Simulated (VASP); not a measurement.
# Mg8S7 (a cell with a defect) in VASP: further runs

Runs on Mg8S7 (a cell with a defect). Level: PBE. Tasks: single point.

Program: VASP 6.6.1. These are calculated values, not measurements. Logs are shortened: lines on timing, memory, paths and dates and some standing lists are left out, and cuts for length are marked.

### Step 1. Starting point

The cell holds a defect, 15 atoms: a = 7.421 Å, b = 7.421 Å, c = 7.421 Å, α = 60.00°, β = 60.00°, γ = 60.00°.

### Step 2. Single point, PBE

The input, INCAR:

```
SYSTEM = Mg8S7
ALGO = Fast ; EDIFF = 1E-7
ENCUT = 520 ; GGA = PE
ISIF = 2 ; ISMEAR = -1
LASPH = .TRUE. ; LCHARG = .FALSE.
LREAL = Auto ; LWAVE = .FALSE.
NBANDS = 42 ; NELM = 100
PREC = Accurate ; SIGMA = 0.1
```

The input, KPOINTS:

```
k-points
0
G
  2 2 2
  0 0 0
```

The input, POSCAR:

```
Mg8S7
1.0
    0.0000000000      5.2477720000      5.2477720000
    5.2477720000      0.0000000000      5.2477720000
    5.2477720000      5.2477720000      0.0000000000
Mg S
8 7
Direct
   -0.0005260328      0.0035616067     -0.0015733344
    0.0092153394     -0.0070298405      0.5057351958
   -0.0022143683      0.4976038403      0.0007308816
    0.0012178502      0.5023495685      0.4959636204
    0.5012633933      0.0022540995     -0.0040207540
    0.4915406005     -0.0085815466      0.5067407654
    0.5033512317      0.4985617706      0.0002502967
    0.4936031901      0.5094009420      0.5040569598
    0.2509060035      0.2543104960      0.2440263220
    0.2490387349      0.2525777606      0.7484876439
    0.2513808717      0.7519150032      0.2438938849
    0.7482025705      0.2473122880      0.2558452425
    0.7507230688      0.2525518449      0.7484826894
    0.7541431869      0.7515445602      0.2432968696
    0.7513322797      0.7489375491      0.7493447696
```

Potentials or basis: VASP PAW PBE potentials, release 64 (Mg, S).

The run is started by

```
> cat potpaw_PBE.64/Mg/POTCAR potpaw_PBE.64/S/POTCAR > POTCAR
> mpirun -np 1 vasp_std > vasp.out
```

OUTCAR:

```text
SYSTEM = Mg8S7
   EDIFF = 1E-7
   ENCUT = 520
   GGA = PE
   ISIF = 2
   ISMEAR = -1
   LASPH = .TRUE.
   LREAL = Auto
   NELM = 100
   PREC = Accurate

 ion  position               nearest neighbor table
   1  0.999  0.004  0.998-  14 2.61  11 2.61  10 2.62  13 2.62  12 2.63   6 3.65
   2  0.009  0.993  0.506-  15 2.64  13 2.64  11 2.64   9 2.64  12 2.68   6 3.58   8 3.59
   3  0.998  0.498  0.001-   9 2.61  14 2.61  10 2.61  15 2.61  12 2.62
   4  0.001  0.502  0.496-  11 2.62  14 2.62   9 2.62  15 2.62  13 2.63  10 2.63
   5  0.501  0.002  0.996-  10 2.62  13 2.62  15 2.62   9 2.62  14 2.63  11 2.63
   6  0.492  0.991  0.507-  15 2.64  10 2.64  14 2.64   9 2.64  12 2.69   2 3.58   8 3.58   1 3.65

   7  0.503  0.499  0.000-   9 2.61  11 2.61  13 2.61  15 2.62  12 2.63
   8  0.494  0.509  0.504-  10 2.63  13 2.63  11 2.64  14 2.64  12 2.68   6 3.58   2 3.59
   9  0.251  0.254  0.244-   3 2.61   7 2.61   4 2.62   5 2.62   2 2.64   6 2.64
  10  0.249  0.253  0.748-   3 2.61   1 2.62   5 2.62   4 2.63   8 2.63   6 2.64
  11  0.251  0.752  0.244-   7 2.61   1 2.61   4 2.62   5 2.63   8 2.64   2 2.64
  12  0.748  0.247  0.256-   3 2.62   7 2.63   1 2.63   8 2.68   2 2.68   6 2.69
  13  0.751  0.253  0.748-   7 2.61   1 2.62   5 2.62   4 2.63   8 2.63   2 2.64
  14  0.754  0.752  0.243-   3 2.61   1 2.61   4 2.62   5 2.63   8 2.64   6 2.64
  15  0.751  0.749  0.749-   3 2.61   7 2.62   5 2.62   4 2.62   2 2.64   6 2.64

  LATTYP: Found a face centered cubic cell.
 ALAT       =    10.4955440000

  Lattice vectors:

 A1 = (   0.0000000000,   5.2477720000,   5.2477720000)
 A2 = (   5.2477720000,   0.0000000000,   5.2477720000)
 A3 = (   5.2477720000,   5.2477720000,   0.0000000000)

Analysis of symmetry for initial positions (statically):
=====================================================================
 Subroutine PRICEL returns:
 Original cell was already a primitive cell.

 Routine SETGRP: Setting up the symmetry group for a
 face centered cubic supercell.

 Subroutine GETGRP returns: Found  1 space group operations
 (whereof  1 operations were pure point group operations)
 out of a pool of 48 trial point group operations.

The static configuration has the point symmetry C_1 .

Analysis of symmetry for dynamics (positions and initial velocities):
=====================================================================
 Subroutine PRICEL returns:
 Original cell was already a primitive cell.

 Routine SETGRP: Setting up the symmetry group for a
 face centered cubic supercell.

 Subroutine GETGRP returns: Found  1 space group operations
 (whereof  1 operations were pure point group operations)
 out of a pool of 48 trial point group operations.

The dynamic configuration has the point symmetry C_1 .

 Subroutine INISYM returns: Found  1 space group operations
 (whereof  1 operations are pure point group operations),
 and found     1 'primitive' translations

----------------------------------------------------------------------------------------

                                     Primitive cell

  volume of cell :     289.0380

  direct lattice vectors                    reciprocal lattice vectors
     0.000000000  5.247772000  5.247772000    -0.095278530  0.095278530  0.095278530
     5.247772000  0.000000000  5.247772000     0.095278530 -0.095278530  0.095278530
     5.247772000  5.247772000  0.000000000     0.095278530  0.095278530 -0.095278530

  length of vectors
     7.421470335  7.421470335  7.421470335     0.165027254  0.165027254  0.165027254

  position of ions in fractional coordinates (direct lattice)
     0.999473967  0.003561607  0.998426666
     0.009215339  0.992970159  0.505735196
     0.997785632  0.497603840  0.000730882
     0.001217850  0.502349569  0.495963620
     0.501263393  0.002254099  0.995979246
     0.491540601  0.991418453  0.506740765
     0.503351232  0.498561771  0.000250297
     0.493603190  0.509400942  0.504056960
     0.250906003  0.254310496  0.244026322
     0.249038735  0.252577761  0.748487644
     0.251380872  0.751915003  0.243893885
     0.748202570  0.247312288  0.255845243
     0.750723069  0.252551845  0.748482689
     0.754143187  0.751544560  0.243296870
     0.751332280  0.748937549  0.749344770

  ion indices of the primitive-cell ions
   primitive index   ion index
                 1           1
                 2           2
                 3           3
                 4           4
                 5           5
                 6           6
                 7           7
                 8           8
                 9           9
                10          10
                11          11
                12          12
                13          13
                14          14
                15          15

----------------------------------------------------------------------------------------

 KPOINTS: k-points

Automatic generation of k-mesh.
 Grid dimensions read from file:
 generate k-points for:    2    2    2

 Generating k-lattice:

  Cartesian coordinates                     Fractional coordinates (reciprocal lattice)
    -0.047639265  0.047639265  0.047639265     0.500000000  0.000000000  0.000000000
     0.047639265 -0.047639265  0.047639265     0.000000000  0.500000000  0.000000000
     0.047639265  0.047639265 -0.047639265     0.000000000  0.000000000  0.500000000

  Length of vectors
     0.082513627  0.082513627  0.082513627

  Shift w.r.t. Gamma in fractional coordinates (k-lattice)
     0.000000000  0.000000000  0.000000000

 Subroutine IBZKPT returns following result:
 ===========================================

 Found      8 irreducible k-points:

 Following reciprocal coordinates:
            Coordinates               Weight
  0.000000  0.000000  0.000000      1.000000
  0.500000  0.000000  0.000000      1.000000
  0.000000  0.500000  0.000000      1.000000
  0.000000  0.000000  0.500000      1.000000
  0.500000  0.500000  0.500000      1.000000
  0.500000  0.500000  0.000000      1.000000
  0.000000  0.500000  0.500000      1.000000
  0.500000  0.000000  0.500000      1.000000
   k-points           NKPTS =      8   k-points in BZ     NKDIM =      8   number of bands    NBANDS=     42
   number of dos      NEDOS =    301   number of ions     NIONS =     15
   total plane-waves  NPLWV = 175616
   dimension x,y,z NGX =    56 NGY =   56 NGZ =   56
   dimension x,y,z NGXF=   112 NGYF=  112 NGZF=  112
   ions per type =               8   7
   NGX,Y,Z   is equivalent  to a cutoff of  12.54, 12.54, 12.54 a.u.
   NGXF,Y,Z  is equivalent  to a cutoff of  25.09, 25.09, 25.09 a.u.
 SYSTEM =  Mg8S7
   PREC   = accura    normal or accurate (medium, high low for compatibility)
   ISTART =      0    job   : 0-new  1-cont  2-samecut
   ICHARG =      2    charge: 1-file 2-atom 10-const
   ISPIN  =      1    spin polarized calculation?
   LNONCOLLINEAR =      F non collinear calculations
   LSORBIT =      F    spin-orbit coupling
   LASPH  =      T    aspherical Exc in radial PAW
   ENCUT  =  520.0 eV  38.22 Ry    6.18 a.u.  13.80 13.80 13.80*2*pi/ulx,y,z
   NELM   =    100;   NELMIN=  2; NELMDL= -5     # of ELM steps
   EDIFF  = 0.1E-06   stopping-criterion for ELM
   LREAL  =      T    real-space projection
   EDIFFG = 0.1E-05   stopping-criterion for IOM
   NSW    =      0    number of steps for IOM
   IBRION =     -1    ionic relax: 0-MD 1-quasi-New 2-CG
   NFREE  =      0    steps in history (QN), initial steepest desc. (CG)
   ISIF   =      2    stress and relaxation
   ISYM   =      2    0-nonsym 1-usesym 2-fastsym
   POTIM  = 0.5000    time-step for ionic-motion
   TEBEG  =    0.0;   TEEND  =   0.0 temperature during run
   PSTRESS=    0.0 pullay stress
   NELECT =      58.0000    total number of electrons
   NUPDOWN=      -1.0000    fix difference up-down
   EMIN   =  10.00;   EMAX   =-10.00  energy-range for DOS
   EFERMI =   0.00;   METHOD = LEGACY
   ISMEAR =    -1;   SIGMA  =   0.10  broadening in eV -4-tet -1-fermi 0-gaus
   EFERMI_NEDOS =   21; number of points for ismear=-14 and -15
   IALGO  =     68    algorithm
   IMIX   =      4    mixing-type and parameters
     AMIX     =   0.40;   BMIX     =  1.00
     AMIX_MAG =   1.60;   BMIX_MAG =  1.00
  volume/ion in A,a.u.               =      19.27       130.03
  Fermi-wavevector in a.u.,A,eV,Ry     =   0.958442  1.811193 12.498464  0.918611
  Thomas-Fermi vector in A             =   2.087550
   LORBIT       =      0    0 simple, 1 ext, 2 COOP (PROOUT), +10 PAW based schemes
   GGA     = PE    functional components
   LHFCALC =     F    Hartree Fock is set to
   AEXX    =    0.0000 exact exchange contribution
   IVDW    =     0    specifies the selected vdW correction
   LEPSILON=     F    determine dielectric tensor
   LRPA    =     F    only Hartree local field effects (RPA)
 non-spin polarized calculation
 RMM-DIIS sequential band-by-band and
  energy-cutoff  :      520.00
  volume of cell :      289.04
 maximum number of plane-waves:      7799
 NGX is ok and might be reduce to    56
   NGX = 27   NGY = 27   NGZ = 27

 number of electron      58.0000000 magnetization

 Free energy of the ion-electron system (eV)
  ---------------------------------------------------
  ext. energy  EPLUGINS =         0.00000000
  ---------------------------------------------------
  free energy    TOTEN  =       -59.17642082 eV

  energy without entropy =      -59.13381648  energy(sigma->0) =      -59.15511865

 E-fermi :   5.2739     XC(G=0):  -9.2888

 val. band max:        5.0251555680   @ k =   0.0000   0.5000   0.5000
 cond. band min:       5.5337732903   @ k =   0.0000   0.5000   0.5000
 fundamental gap:      0.5086177222
 Fermi energy:         5.2739227683

 k-point     1 :       0.0000    0.0000    0.0000
  band No.  band energies     occupation
      1      -9.4634      2.00000
      2      -8.4033      2.00000
      3      -8.4022      2.00000
      4      -8.4016      2.00000
      5      -8.0527      2.00000
      6      -8.0516      2.00000
[... 33 lines left out ...]
     40       9.1279      0.00000
     41       9.1316      0.00000

 k-point     2 :       0.5000    0.0000    0.0000
  band No.  band energies     occupation
      1      -9.0442      2.00000
      2      -8.9162      2.00000
      3      -8.2570      2.00000
      4      -8.2526      2.00000
      5      -8.2358      2.00000
      6      -8.2317      2.00000
[... 33 lines left out ...]
     40       9.4243      0.00000
     41       9.8830      0.00000

 k-point     3 :       0.0000    0.5000    0.0000
  band No.  band energies     occupation
      1      -9.0448      2.00000
      2      -8.9154      2.00000
      3      -8.2564      2.00000
      4      -8.2519      2.00000
      5      -8.2377      2.00000
      6      -8.2310      2.00000
[... 170 lines left out ...]
      1      -8.9294      2.00000
      2      -8.7089      2.00000
      3      -8.4704      2.00000
      4      -8.4643      2.00000
      5      -8.4628      2.00000
      6      -8.0122      2.00000
[... 33 lines left out ...]
     40       9.0394      0.00000
     41       9.3457      0.00000

 k-point     8 :       0.5000    0.0000    0.5000
  band No.  band energies     occupation
      1      -8.9292      2.00000
      2      -8.7092      2.00000
      3      -8.4701      2.00000
      4      -8.4646      2.00000
      5      -8.4627      2.00000
      6      -8.0118      2.00000
[... 33 lines left out ...]
     40       9.0426      0.00000
     41       9.3448      0.00000
 [bands above 41 left out]

------------------------ aborting loop because EDIFF is reached ----------------------------------------

  FORCE on cell =-STRESS in cart. coord.  units (eV):
  Direction    XX          YY          ZZ          XY          YZ          ZX
  --------------------------------------------------------------------------------------
  -------------------------------------------------------------------------------------
  Total       -3.2439139     -3.2397755     -3.2578553      0.0117572     -0.0171753     -0.0131237
  in kB      -17.9814632    -17.9585239    -18.0587424      0.0651719     -0.0952052     -0.0727462
  external PRESSURE =     -17.9995765 kB  Pullay stress =       0.0000000 kB

 VOLUME and BASIS-vectors are now :
 -----------------------------------------------------------------------------
  energy-cutoff  :      520.00
  volume of cell :      289.04
      direct lattice vectors                 reciprocal lattice vectors
     0.000000000  5.247772000  5.247772000    -0.095278530  0.095278530  0.095278530
     5.247772000  0.000000000  5.247772000     0.095278530 -0.095278530  0.095278530
     5.247772000  5.247772000  0.000000000     0.095278530  0.095278530 -0.095278530

 POSITION                                       TOTAL-FORCE (eV/Angst)
 -----------------------------------------------------------------------------------
      5.25821     10.48453      5.26370         0.001112     -0.002122     -0.003557
      7.86486      2.70234      5.25924        -0.004047      0.010939      0.009861
      2.61515      5.23999      7.84746         0.004338     -0.003352     -0.005943
      5.23892      2.60910      2.64261        -0.004212      0.000435     -0.001972
      5.23850      7.85719      2.64235        -0.001467      0.002780     -0.001009
      7.86200      5.23875      7.78223        -0.002192     -0.008514     -0.009802
      2.61765      2.64279      5.25781        -0.000410      0.003315      0.005236
      5.31840      5.23549      5.26354         0.006971     -0.002424      0.006262
      2.61516      2.59729      2.65126        -0.003760     -0.001984      0.003842
      5.25336      5.23479      2.63237         0.002389     -0.005197     -0.006123
      5.22578      2.59909      5.26507        -0.002377      0.005022      0.002310
      2.64046      5.26901      5.22424         0.006091     -0.001198      0.001090
      5.25320      7.86749      5.26496        -0.001878      0.004666      0.003980
      5.22070      5.23434      7.90151         0.003966     -0.002882     -0.007543
      7.86264      7.87521      7.87307        -0.004525      0.000515      0.003368
 -----------------------------------------------------------------------------------
    total drift:                               -0.000980     -0.003575      0.002239

  FREE ENERGIE OF THE ION-ELECTRON SYSTEM (eV)
  ---------------------------------------------------
  free  energy   TOTEN  =       -59.1764208181 eV

  energy  without entropy=      -59.1338164814  energy(sigma->0) =      -59.15511865
```

Wall time 2.2 min (1 thread of AMD EPYC 9R45 (Zen 5), shared host); peak memory 0.38 GiB.

What came out:

```
Free energy            : -59.1764 eV
Pressure               : -1.8 GPa
Largest force          : 0.015 eV/Å
Band gap on the k mesh : 0.51 eV, direct
```

Forces in eV/Å, atoms in the order of the input:
```
Mg   0.001 -0.002 -0.004
Mg  -0.004  0.011  0.010
Mg   0.004 -0.003 -0.006
Mg  -0.004  0.000 -0.002
Mg  -0.001  0.003 -0.001
Mg  -0.002 -0.009 -0.010
Mg   0.000  0.003  0.005
Mg   0.007 -0.002  0.006
S   -0.004 -0.002  0.004
S    0.002 -0.005 -0.006
S   -0.002  0.005  0.002
S    0.006 -0.001  0.001
S   -0.002  0.005  0.004
S    0.004 -0.003 -0.008
S   -0.005  0.001  0.003
```

Levels at points of the mesh, in eV from the valence-band top:
```csv
k point,band 27,band 28,band 29,band 30,band 31,band 32
"(0.00, 0.00, 0.00)",-2.19,-2.19,-2.08,0.75,0.87,0.87
"(0.50, 0.00, 0.00)",-2.36,-2.36,-0.57,0.80,2.04,2.04
"(0.00, 0.50, 0.00)",-2.36,-2.36,-0.57,0.80,2.04,2.04
"(0.00, 0.00, 0.50)",-2.36,-2.36,-0.57,0.80,2.04,2.04
"(0.50, 0.50, 0.50)",-2.36,-2.36,-0.57,0.80,2.04,2.04
"(0.50, 0.50, 0.00)",-2.73,-2.73,-0.01,0.52,2.37,2.37
"(0.00, 0.50, 0.50)",-2.73,-2.73,0.00,0.51,2.37,2.37
"(0.50, 0.00, 0.50)",-2.73,-2.73,0.00,0.51,2.37,2.38
```

Caveat: the k mesh is coarse (spacing up to 0.52 Å⁻¹), so the values aren't converged.

### Step 3. Single point, PBE

The input, INCAR:

```
SYSTEM = Mg8S7
PREC = Accurate
ENCUT = 520
EDIFF = 1E-6
ISMEAR = -1
SIGMA = 0.1
LREAL = Auto
LASPH = .True.
NELM = 60
ALGO = Normal
ISIF = 2
LWAVE = .False.
LCHARG = .False.
GGA = PE
NBANDS = 42
```

The input, KPOINTS:

```
Automatic mesh
0
Gamma
  2 2 2
  0 0 0
```

The input, POSCAR:

```
Mg8S7
1.0
    0.0000000000      5.2477720000      5.2477720000
    5.2477720000      0.0000000000      5.2477720000
    5.2477720000      5.2477720000      0.0000000000
Mg S
8 7
Direct
    0.0036403068     -0.0015152145     -0.0025910996
    0.0146544095     -0.0321237279      0.5313001403
    0.0150360953      0.5300441787     -0.0308820581
   -0.0194180502      0.5048310978      0.5036656509
    0.4899685047     -0.0043507988     -0.0055480688
    0.5042418001      0.0308125048      0.4689931270
    0.5043634708      0.4708427691      0.0290266993
    0.4972186292      0.5048717818      0.5038105695
    0.2451311719      0.2501433942      0.2492815046
    0.2397320234      0.2580599919      0.7433951018
    0.2397431710      0.7448022704      0.2565003777
    0.7645819026      0.2512838782      0.2492182397
    0.7423531358      0.2419493454      0.7549929761
    0.7425062484      0.7563765156      0.2403765827
    0.6872984383      0.7505138371      0.7482321069
```

Potentials or basis: VASP PAW PBE potentials, release 64 (Mg, S).

The run is started by

```
> cat potpaw_PBE.64/Mg/POTCAR potpaw_PBE.64/S/POTCAR > POTCAR
> mpirun -np 1 vasp_std > vasp.out
```

Wall time 2.2 min (1 thread of AMD EPYC 9R45 (Zen 5), shared host); peak memory 0.38 GiB.

The run converged. Its results:

```yaml
Free_energy: -58.9977 eV
Pressure: -1.3 GPa
Largest_force: 0.670 eV/Å
Band_gap_on_the_k_mesh: 0.58 eV, direct
```

Forces in eV/Å, atoms in the order of the input:
```
Mg   0.050 -0.087 -0.081
Mg   0.000 -0.068  0.000
Mg  -0.001 -0.016 -0.061
Mg  -0.062 -0.016 -0.014
Mg   0.052 -0.018 -0.016
Mg  -0.004  0.122 -0.110
Mg  -0.005 -0.113  0.114
Mg  -0.053 -0.090 -0.084
S   -0.002 -0.004  0.001
S   -0.068 -0.008 -0.082
S   -0.067 -0.076 -0.012
S    0.005 -0.023 -0.032
S    0.072 -0.075 -0.010
S    0.074 -0.006 -0.083
S    0.009  0.477  0.471
```

Stress tensor (GPa, compression positive):
```
-1.47  0.01  0.01
 0.01 -1.17 -0.11
 0.01 -0.11 -1.22
```

Levels at points of the mesh, in eV from the valence-band top:
```csv
k point,band 26,band 27,band 28,band 29,band 30,band 31,band 32,band 33
"(0.00, 0.00, 0.00)",-2.12,-2.12,-2.04,-1.83,0.93,0.97,1.28,1.99
"(0.50, 0.00, 0.00)",-2.64,-2.24,-2.21,-0.49,0.95,2.11,2.37,2.37
"(0.00, 0.50, 0.00)",-2.60,-2.26,-2.20,-0.52,0.94,2.16,2.17,2.38
"(0.00, 0.00, 0.50)",-2.60,-2.26,-2.20,-0.52,0.94,2.16,2.17,2.38
"(0.50, 0.50, 0.50)",-2.64,-2.24,-2.21,-0.49,0.96,2.11,2.37,2.37
"(0.50, 0.50, 0.00)",-2.62,-2.54,-2.52,-0.04,0.86,2.37,2.45,2.99
"(0.00, 0.50, 0.50)",-2.70,-2.57,-2.45,0.00,0.58,2.56,2.57,2.90
"(0.50, 0.00, 0.50)",-2.62,-2.54,-2.52,-0.04,0.86,2.37,2.44,2.99
```

Caveat: the k mesh is coarse (spacing up to 0.52 Å⁻¹), so the values aren't converged. As with any semilocal functional, this PBE gap is likely too small.

(Continued in part 2 of 2.)
